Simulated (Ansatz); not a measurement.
# Se: the cost of one run

Computed with Ansatz 0.2.0 (DFT PBE, scalar-relativistic, plane waves, PAW, unless a step's input says otherwise).

**1. The system as given**

The structure is orthorhombic, space group Cmce (No. 64). The conventional cell has a = 6.287 Å, b = 4.155 Å, c = 8.475 Å, α = 90.00°, β = 90.00°, γ = 90.00°. Se (site symmetry m) is surrounded by 1 Se at 2.34 Å.

Structure file:

```cif
data_structure
_symmetry_space_group_name_H-M 'P 1'
_symmetry_Int_Tables_number 1
_cell_length_a 3.7679
_cell_length_b 3.7679
_cell_length_c 8.4748
_cell_angle_alpha 90.000
_cell_angle_beta 90.000
_cell_angle_gamma 66.923
_cell_volume 110.69
loop_
_atom_site_label
_atom_site_type_symbol
_atom_site_fract_x
_atom_site_fract_y
_atom_site_fract_z
_atom_site_occupancy
Se1 Se 0.85000 0.15000 0.11700 1
Se2 Se 0.65000 0.35000 0.61700 1
Se3 Se 0.15000 0.85000 0.88300 1
Se4 Se 0.35000 0.65000 0.38300 1
```

This is candidate A: iodine type (Cmce, No. 64).

(A quick probe on a coarse mesh, which set the mesh and smearing, is not shown.)

**3. Rough relaxation on the coarse mesh (candidate A)**

Input file input.yaml:

```yaml
crystal:
  lattice:
    - [3.1434027195, -2.0775487305, 0.0]
    - [3.1434027195, 2.0775487305, 0.0]
    - [0.0, 0.0, 8.4748390342]
  atoms:
    - { symbol: Se, position: [0.85, 0.15, 0.117] }
    - { symbol: Se, position: [0.65, 0.35, 0.617] }
    - { symbol: Se, position: [0.15, 0.85, 0.883] }
    - { symbol: Se, position: [0.35, 0.65, 0.383] }
basis:
  ecutwfc: 420
kpoints:
  mp_grid: { grid: [6, 6, 2] }
hamiltonian:
  xc: pbe
scf:
  occupations: { method: gaussian, width: 0.1 }
  lower_state_search: "off"
output:
  forces: true
  stress: true
  eigenvalues: true
relax:
  adjacent_minimum: "off"
  f_tol: 0.04
  max_steps: 70
  cell: { stress_tol: 0.4 }
```

What time and memory should one allow on 1 thread of an x86-64 CPU, shared host?

About 63 s, with a peak of 0.56 GiB.
